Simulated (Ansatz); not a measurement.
Wanted: the native input for an Ansatz 0.2.0 run.

```
Task                : electric field gradients
Functional          : PBE
Potentials or basis : all-electron PAW datasets made for the crystal
Cutoff              : 280 eV (chosen from the basis error)
k mesh              : 9 × 9 × 9
Occupations         : fermi-dirac, width 0.05 eV
Spin                : no spin polarisation
```

SnO:

```
Sn O
1.0
     3.13193    0.00000    0.00000
     0.00000    3.13193    0.00000
     0.00000    0.00000    3.13193
Sn O
1 1
Direct
  0.00000 0.00000 0.00000
  0.50000 0.50000 0.50000
```

The cell was built by a generator and needn't be a form met in nature.

One way to write it, as run:

input.yaml

```yaml
crystal:
  lattice:
    - [3.13193, 0.0, 0.0]
    - [0.0, 3.13193, 0.0]
    - [0.0, 0.0, 3.13193]
  atoms:
    - { symbol: Sn, position: [0.0, 0.0, 0.0] }
    - { symbol: O, position: [0.5, 0.5, 0.5] }
kpoints:
  mp_grid: { grid: [9, 9, 9] }
scf:
  occupations: { method: fermi_dirac, width: 0.05 }
hamiltonian:
  xc: pbe
  pseudopotentials: { kind: all_electron, datasets: crystal }
output:
  forces: true
  stress: true
  eigenvalues: true
  efg: {}
```

Potentials or basis: all-electron PAW datasets made for the crystal.

Run with:

```bash
$ ansatz run input.yaml --threads 1 --pin off --max-ram 3072MiB --backend cpu --events-out ev --progress --plain --runs-dir out
```

It gave:

```
Pressure               : 0.0 GPa
Band gap on the k mesh : 0.48 eV, indirect (least direct gap 0.92 eV)
```

Caveat: spin-orbit coupling is left out, which moves the levels of the heavy elements; an odd mesh through Γ misses points on the zone boundary, where band edges often lie.

It took 4 s on 1 thread of Arm Neoverse V2 (shared host), peak memory 0.38 GiB.
